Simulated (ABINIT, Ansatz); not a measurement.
**Ge: equilibrium volume by level of theory**

```yaml
crystal:
  lattice:
    - [3.99759, 0.00000, 0.00000]
    - [-1.99879, 3.46201, 0.00000]
    - [0.00000, 0.00000, 6.59938]
  atoms:
    - { symbol: Ge, position: [0.33333, 0.66667, 0.93710] }
    - { symbol: Ge, position: [0.66667, 0.33333, 0.43710] }
    - { symbol: Ge, position: [0.33333, 0.66667, 0.56290] }
    - { symbol: Ge, position: [0.66667, 0.33333, 0.06290] }
```

This isn't the form of Ge at room conditions, which is diamond.

```tsv
rung	level	program and potentials	cutoff (eV)	k mesh	smearing	core time	chip	equilibrium volume (Å³/atom)	notes
GGA	PBEsol	Ansatz, Ansatz PAW	420	6 × 6 × 3	fermi-dirac 0.05	9.7 s	Arm Neoverse V1	22.87	potentials made for PBE, which Ansatz adapts in part
GGA	PBEsol	Ansatz, Ansatz PAW	420	8 × 8 × 4	fermi-dirac 0.05	11 s	Intel Xeon	22.82	potentials made for PBE, which Ansatz adapts in part
LDA	LDA	Ansatz, Ansatz PAW	420	6 × 6 × 3	fermi-dirac 0.05	12 s	Arm Neoverse V1	22.20	potentials made for PBE, which Ansatz adapts in part
GGA	BLYP	Ansatz, Ansatz PAW	420	6 × 6 × 3	fermi-dirac 0.05	14 s	Arm Neoverse V1	25.47	potentials made for PBE, which Ansatz adapts in part
GGA	BLYP	Ansatz, Ansatz PAW	420	8 × 8 × 4	fermi-dirac 0.05	18 s	Intel Xeon	25.42	potentials made for PBE, which Ansatz adapts in part
meta-GGA	r2SCAN	Ansatz, Ansatz PAW	500	6 × 6 × 3	fermi-dirac 0.05	23 s	Arm Neoverse V2	22.82	potentials made for PBE, which Ansatz adapts in part
hybrid	PBE0	Ansatz, Ansatz PAW	420	6 × 6 × 4	fermi-dirac 0.05	2.7 min	AMD EPYC 7R13 Zen 3	22.86	potentials made for PBE, which Ansatz adapts in part
hybrid	HSE06	Ansatz, Ansatz PAW	420	6 × 6 × 4	fermi-dirac 0.05	2.7 min	AMD EPYC 7R13 Zen 3	22.94	potentials made for PBE, which Ansatz adapts in part
GGA	PBEsol	ABINIT, PseudoDojo NC SR PBEsol v0.4.1 standard	1061	6 × 6 × 3	fermi-dirac 0.05	22 min	Arm Neoverse V2	22.88	-
```

Times are single runs on shared hosts and different chips, so they are rough; meshes, cutoffs and the tasks' sizes weigh on the time. Task: relaxation of cell and atoms. All rows: no spin polarisation. Smearing widths are in eV. Meshes differ between rows, which moves values too. Meshes are those of the run's cell of 4 atoms unless a note names another. Relaxations start from the cell shown or near it and stop with a little pressure left. Runs on faulty files, with rough fits or with known faults for this quantity aren't shown. PBE isn't shown for this crystal. No row holds spin-orbit coupling.

By rung: LDA 22.20; GGA 22.82 to 25.47; meta-GGA 22.82; hybrid 22.86 to 22.94 (Å³/atom).
